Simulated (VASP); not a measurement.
# Be, self-consistent run: which settings are enough?

Be, P6_3/mmc (no. 194), 2 atoms in the cell. R2SCAN; PAW potentials Be (PBE set). VASP 6.6.1.

Wanted: energy within 0.2 meV/atom; Fermi level within 0.005 eV.

What the run is for: comparing ways to start; Accuracy asked: tight.

POSCAR:
```
Be
1.0
    2.2853000000      0.0000000000      0.0000000000
   -1.1426500000      1.9791278553      0.0000000000
    0.0000000000      0.0000000000      3.5842000000
Be
2
Direct
    0.6666666667      0.3333333333      0.7500000000
    0.3333333333      0.6666666667      0.2500000000
```

## How the run starts (with a second run first, the time holds both)

| How the run starts (with a second run first, the time holds both) | Energy less reference (meV/atom) | Fermi level (eV) | Time (s) |
|---|---|---|---|
| from scratch: 15 SCF iterations | 0.00 | 6.9263 | 49 |
| PBE orbitals (WAVECAR): 9 + 8 SCF iterations | 0.00 | 6.9263 | 41 |
| PBE density (CHGCAR): 9 + 16 SCF iterations | 0.00 | 6.9263 | 64 |
| loose PBE orbitals: 8 + 8 SCF iterations | 0.00 | 6.9263 | 42 |

## Question

For each series: keep the first row unless others stay within half of the tolerance and take at least 30 % less time, and then take the fastest.

## Answer

- How the run starts (with a second run first, the time holds both): from scratch: 15 SCF iterations

The chosen settings are those of the reference run.

## The input

INCAR:
```
SYSTEM = Be
METAGGA = R2SCAN
ISMEAR = 1
SIGMA = 0.1
LWAVE = .False.
LCHARG = .False.
ISIF = 2
PREC = Accurate
LASPH = .True.
LREAL = .False.
ALGO = Normal
EDIFF = 1E-6
NELM = 120
GGA_COMPAT = .False.
ENCUT = 440
LMIXTAU = .True.
```

KPOINTS:
```
k-points
0
Gamma
  16 16 9
```

Commands:
```
cat potpaw_PBE.64/Be/POTCAR > POTCAR
mpirun -np 1 vasp_std > vasp.out
```

The chosen input took VASP 6.6.1 49 s on 1 core (Intel Xeon Platinum 8259CL @ 2.50GHz (Skylake/Cascade Lake)), a shared host.
